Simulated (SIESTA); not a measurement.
WS2 under changes of volume

One of the cells (49.592 Å³/atom); the others are scaled copies at fixed shape and fractional positions:

```xyz
3
Lattice="3.1835 0.0000 0.0000 -1.5918 2.7570 0.0000 0.0000 0.0000 16.9506" Properties=species:S:1:pos:R:3 pbc="T T T"
W     0.0000    0.0000    0.0000
S     0.0000    1.8380    1.5595
S     0.0000    1.8380   15.3911
```

| Item | Value |
| --- | --- |
| Program | SIESTA 5.4.2 |
| Functional | LDA |
| Potentials or basis | PseudoDojo 0.4 standard (LDA files) |
| Basis | DZP (energy shift 0.003 Ry; two zetas on semicore shells) |
| Grid cutoff | 800 Ry |
| Energy shift | 0.003 Ry |
| k mesh | 10 × 10 × 2 |
| Occupations | fermi-dirac, width 0.05 eV |
| Spin | no spin polarisation |

```tsv
volume (Å³/atom)	energy over the lowest point (meV/atom)	gap on the mesh (eV)	largest force (eV/Å)
46.616	?	?	?
47.608	5.66	2.12	0.783
48.600	0.00	2.05	0.366
49.592	2.42	1.98	0.019
50.583	12.12	1.92	0.377
51.575	28.32	1.86	0.706
52.567	50.33	1.80	1.010
```

Question: What does the run at 46.616 Å³/atom give?

Answer: Energy over the lowest point 20.33 meV/atom; gap on the mesh 2.19 eV; largest force 1.236 eV/Å.

Worked out: A Birch-Murnaghan fit of order 3 (a polynomial in V^(-2/3)) to the other rows has its minimum at 48.78 Å³/atom with B0 = V·E''(V) = 63 GPa and B' = 4.5 at fixed shape and positions, which overstates the stiffness. It gives 20.40 meV/atom at 46.616 Å³/atom, against the run's 20.33. A straight line through the other rows of the gap, of slope -3.22 eV per unit of ln V, extrapolates to 2.18 eV, against the run's 2.19.

Energies are extrapolated to zero smearing.

Caveats: short orbitals over semicore shells can move pressures by several GPa; spin-orbit coupling is left out, which moves the levels of the heavy elements; the basis of atomic orbitals isn't converged, which shifts pressures, moduli and gaps.

A mesh can miss the band edges.
